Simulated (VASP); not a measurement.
# Pm (Fm-3m) in VASP: notebook

One crystal, Pm, is run at these levels: LDA; tasks: single point.

Everything below comes from runs of VASP 6.6.1. Logs are shortened: lines on timing, memory, paths and dates and some standing lists are left out, and cuts for length are marked.

**1. The crystal as given**

It takes space group Fm-3m (No. 225, cubic). The conventional cell has a = 5.168 Å, b = 5.168 Å, c = 5.168 Å, α = 90.00°, β = 90.00°, γ = 90.00°. Pm (site symmetry m-3m) has 12 Pm at 3.65 Å as nearest neighbours.

This isn't the form of Pm at room conditions, which is double hcp.

**2. Single point, LDA, collinear spin, ferromagnetic start**

INCAR reads:

```
PREC     = Accurate       # precision mode
ENCUT    = 450            # plane-wave cutoff, eV
EDIFF    = 1E-6           # SCF threshold, eV
ISMEAR   = -1             # smearing method
SIGMA    = 0.2            # smearing width, eV
LREAL    = F              # projectors in reciprocal space
LASPH    = T              # aspherical terms in the spheres
NELM     = 100            # most SCF steps
ALGO     = Normal         # electronic algorithm
ISIF     = 2              # what is computed and relaxed
LWAVE    = F              # write WAVECAR
LCHARG   = F              # write CHGCAR
ISPIN    = 2              # spin polarisation
MAGMOM   = 4              # initial moments
LORBIT   = 11             # projections on sites
LMAXMIX  = 6              # l up to which the mixer works
GGA      = CA             # functional
NBANDS   = 18             # bands
ADDGRID  = F
```

KPOINTS reads:

```
Automatic mesh
0
Gamma
  2 2 2
```

POSCAR reads:

```
Pm
1.0
    0.0000000000      2.5841748100      2.5841748100
    2.5841748100      0.0000000000      2.5841748100
    2.5841748100      2.5841748100      0.0000000000
Pm
1
Direct
    0.0000000000      0.0000000000      0.0000000000
```

Potentials or basis: VASP PAW PBE potentials, release 64 (Pm).

On the command line:

```console
cat potpaw_PBE.64/Pm/POTCAR > POTCAR
mpirun -np 1 vasp_std > vasp.out
```

OUTCAR:

```text
PREC = Accurate
   ENCUT = 450
   EDIFF = 1E-6
   ISMEAR = -1
   LREAL = F
   LASPH = T
   NELM = 100
   ISIF = 2
   ISPIN = 2
   LORBIT = 11
   GGA = CA

 Found      3 irreducible k-points:

 Following reciprocal coordinates:
            Coordinates               Weight
  0.000000  0.000000  0.000000      1.000000
  0.500000  0.000000  0.000000      4.000000
  0.500000  0.500000  0.000000      3.000000
   k-points           NKPTS =      3   k-points in BZ     NKDIM =      3   number of bands    NBANDS=     18
   number of dos      NEDOS =    301   number of ions     NIONS =      1
   total plane-waves  NPLWV =  21952
   dimension x,y,z NGX =    28 NGY =   28 NGZ =   28
   dimension x,y,z NGXF=    56 NGYF=   56 NGZF=   56
   ions per type =               1
   NGX,Y,Z   is equivalent  to a cutoff of  12.74, 12.74, 12.74 a.u.
   NGXF,Y,Z  is equivalent  to a cutoff of  25.47, 25.47, 25.47 a.u.
 SYSTEM =  unknown system
   PREC   = accura    normal or accurate (medium, high low for compatibility)
   ISTART =      0    job   : 0-new  1-cont  2-samecut
   ICHARG =      2    charge: 1-file 2-atom 10-const
   ISPIN  =      2    spin polarized calculation?
   LNONCOLLINEAR =      F non collinear calculations
   LSORBIT =      F    spin-orbit coupling
   LASPH  =      T    aspherical Exc in radial PAW
   ENCUT  =  450.0 eV  33.07 Ry    5.75 a.u.   6.32  6.32  6.32*2*pi/ulx,y,z
   NELM   =    100;   NELMIN=  2; NELMDL= -5     # of ELM steps
   EDIFF  = 0.1E-05   stopping-criterion for ELM
[... 19 lines left out ...]
     AMIX_MAG =   1.60;   BMIX_MAG =  1.00
  volume/ion in A,a.u.               =      34.51       232.91
  Fermi-wavevector in a.u.,A,eV,Ry     =   1.240052  2.343359 20.922086  1.537730
  Thomas-Fermi vector in A             =   2.374509
   LORBIT       =     11    0 simple, 1 ext, 2 COOP (PROOUT), +10 PAW based schemes
[... 5 lines left out ...]
   LRPA    =     F    only Hartree local field effects (RPA)
 spin polarized calculation
  energy-cutoff  :      450.00
  volume of cell :       34.51
 maximum number of plane-waves:       754
 NGX is ok and might be reduce to    28

 number of electron      15.0000002 magnetization       4.6141658

 Free energy of the ion-electron system (eV)
  ---------------------------------------------------
  ext. energy  EPLUGINS =         0.00000000
  ---------------------------------------------------
  free energy    TOTEN  =        -9.95614682 eV

  energy without entropy =       -9.00439900  energy(sigma->0) =       -9.48027291

 E-fermi :   5.0384     XC(G=0): -10.0761

 val. band max:        5.0211730234   @ k =   0.5000   0.0000   0.0000
 cond. band min:       5.0807285051   @ k =   0.0000   0.0000   0.0000
 fundamental gap:      0.0595554818
 Fermi energy:         5.0383982777

 spin component 1

 k-point     1 :       0.0000    0.0000    0.0000
  band No.  band energies     occupation
      1     -33.1203      1.00000
      2     -13.0672      1.00000
      3     -13.0672      1.00000
      4     -13.0672      1.00000
      5       1.5623      1.00000
      6       4.6424      0.87870
[... 10 lines left out ...]
     17       9.7057      0.00000
     18      15.0419      0.00000

 k-point     2 :       0.5000    0.0000    0.0000
  band No.  band energies     occupation
      1     -33.0091      1.00000
      2     -14.0795      1.00000
      3     -13.1982      1.00000
      4     -13.1982      1.00000
      5       3.7500      0.99841
      6       4.6709      0.86266
[... 10 lines left out ...]
     17      11.5668      0.00000
     18      14.6191      0.00000

 k-point     3 :       0.5000    0.5000    0.0000
  band No.  band energies     occupation
      1     -32.9724      1.00000
      2     -14.0105      1.00000
      3     -13.4275      1.00000
      4     -13.4275      1.00000
      5       3.7178      0.99865
      6       4.4989      0.93688
[... 10 lines left out ...]
     17      12.1454      0.00000
     18      14.5178      0.00000
 Fermi energy:         5.0383982777

 spin component 2

 k-point     1 :       0.0000    0.0000    0.0000
  band No.  band energies     occupation
      1     -31.2580      1.00000
      2     -11.6063      1.00000
      3     -11.6063      1.00000
      4     -11.6063      1.00000
      5       1.9773      1.00000
      6       7.2830      0.00001
[... 10 lines left out ...]
     17      10.4326      0.00000
     18      15.7166      0.00000

 k-point     2 :       0.5000    0.0000    0.0000
  band No.  band energies     occupation
      1     -31.1280      1.00000
      2     -12.7619      1.00000
      3     -11.7534      1.00000
      4     -11.7534      1.00000
      5       4.2214      0.98345
      6       7.2264      0.00002
[... 10 lines left out ...]
     17      12.4138      0.00000
     18      15.3281      0.00000

 k-point     3 :       0.5000    0.5000    0.0000
  band No.  band energies     occupation
      1     -31.0854      1.00000
      2     -12.6792      1.00000
      3     -12.0149      1.00000
      4     -12.0149      1.00000
      5       4.1004      0.99090
      6       5.0000      0.54786
[... 10 lines left out ...]
     17      13.0502      0.00000
     18      15.1633      0.00000

------------------------ aborting loop because EDIFF is reached ----------------------------------------

  FORCE on cell =-STRESS in cart. coord.  units (eV):
  Direction    XX          YY          ZZ          XY          YZ          ZX
  --------------------------------------------------------------------------------------
  -------------------------------------------------------------------------------------
  Total       -3.5602863     -3.5602863     -3.5602863      0.0000000      0.0000000      0.0000000
  in kB     -165.2722142   -165.2722142   -165.2722142      0.0000000      0.0000000      0.0000000
  external PRESSURE =    -165.2722142 kB  Pullay stress =       0.0000000 kB

 VOLUME and BASIS-vectors are now :
 -----------------------------------------------------------------------------
  energy-cutoff  :      450.00
  volume of cell :       34.51
      direct lattice vectors                 reciprocal lattice vectors
     0.000000000  2.584174810  2.584174810    -0.193485363  0.193485363  0.193485363
     2.584174810  0.000000000  2.584174810     0.193485363 -0.193485363  0.193485363
     2.584174810  2.584174810  0.000000000     0.193485363  0.193485363 -0.193485363

 POSITION                                       TOTAL-FORCE (eV/Angst)
 -----------------------------------------------------------------------------------
      0.00000      0.00000      0.00000         0.000000      0.000000     -0.000000
 -----------------------------------------------------------------------------------
    total drift:                               -0.000000     -0.000000     -0.000000

  FREE ENERGIE OF THE ION-ELECTRON SYSTEM (eV)
  ---------------------------------------------------
  free  energy   TOTEN  =        -9.9561468173 eV

  energy  without entropy=       -9.0043990031  energy(sigma->0) =       -9.48027291

 total charge

# of ion       s       p       d       f       tot
--------------------------------------------------
    1        2.045   5.414   0.617   4.291  12.367

 magnetization (x)

# of ion       s       p       d       f       tot
--------------------------------------------------
    1       -0.006   0.010   0.073   4.290   4.367
```

stdout:

```text
POSCAR found type information on POSCAR Pm
 POSCAR found :  1 types and       1 ions
 scaLAPACK will be used
 -----------------------------------------------------------------------------
|                                                                             |
|                                                                             |
|     You enforced a specific xc type in the INCAR file but a different       |
|     I HOPE YOU KNOW WHAT YOU ARE DOING!                                     |
|                                                                             |
 -----------------------------------------------------------------------------

 LDA part: xc-table for (Slater(with rela. corr.)+CA(PZ))
 , standard interpolation
 POSCAR, INCAR and KPOINTS ok, starting setup
 FFT: planning ... GRIDC
 FFT: planning ... GRID_SOFT
 FFT: planning ... GRID
 WAVECAR not read
 entering main loop
```

Run time: 5.4 s. Hardware: 1 thread of Intel Xeon 6975P-C (Granite Rapids), shared host; peak memory 0.14 GiB.

The run converged, but some of its settings lie outside the range that counts as converged, so its numbers aren't taken as properties of the crystal.

What came out:

```
Free energy                                           : -9.9561 eV
Pressure                                              : -16.5 GPa
Band gap on the k mesh                                : none (metal or under the smearing width)
Net moment                                            : 4.61 μB per cell
Site moments                                          : Pm +4.37 μB
Valence electrons inside the program's atomic spheres : Pm 12.37
```

Caveat: the k mesh is coarse (spacing up to 1.05 Å⁻¹), so the values aren't converged; the magnetic or orbital state may not be the lowest; the PAW data sets were made with another functional, which shifts forces and pressure a little; spin-orbit coupling is left out, which moves the levels of the heavy elements.

**3. Single point, LDA, collinear spin, ferromagnetic start**

This run uses another cell than the first one, of the same volume but with other edges.

INCAR is that of step 2.

KPOINTS is that of step 2.

POSCAR reads:

```
Pm
1.0
   -0.0555010000      2.5655700000      2.5293400000
    2.5242190000     -0.0080540000      2.4818930000
    2.6229240000      2.6168280000     -0.1067590000
Pm
1
Direct
    0.0077670000      0.0042080000     -0.0216400000
```

Potentials or basis: VASP PAW PBE potentials, release 64 (Pm).

On the command line:

```console
cat potpaw_PBE.64/Pm/POTCAR > POTCAR
mpirun -np 1 vasp_std > vasp.out
```

Run time: 7.1 s. Hardware: 1 thread of Intel Xeon 6975P-C (Granite Rapids), shared host; peak memory 0.15 GiB.

The run converged, but some of its settings lie outside the range that counts as converged, so its numbers aren't taken as properties of the crystal.

Results:

| Item | Value |
| --- | --- |
| Free energy | -9.9380 eV |
| Pressure | -15.8 GPa |
| Band gap on the k mesh | none (metal or under the smearing width) |
| Net moment | 4.62 μB per cell |
| Site moments | Pm +4.37 μB |
| Valence electrons inside the program's atomic spheres | Pm 12.37 |

Caveat: the k mesh is coarse (spacing up to 1.07 Å⁻¹), so the values aren't converged; the magnetic or orbital state may not be the lowest; the PAW data sets were made with another functional, which shifts forces and pressure a little; spin-orbit coupling is left out, which moves the levels of the heavy elements.

(Part 1 of 2 ends here.)
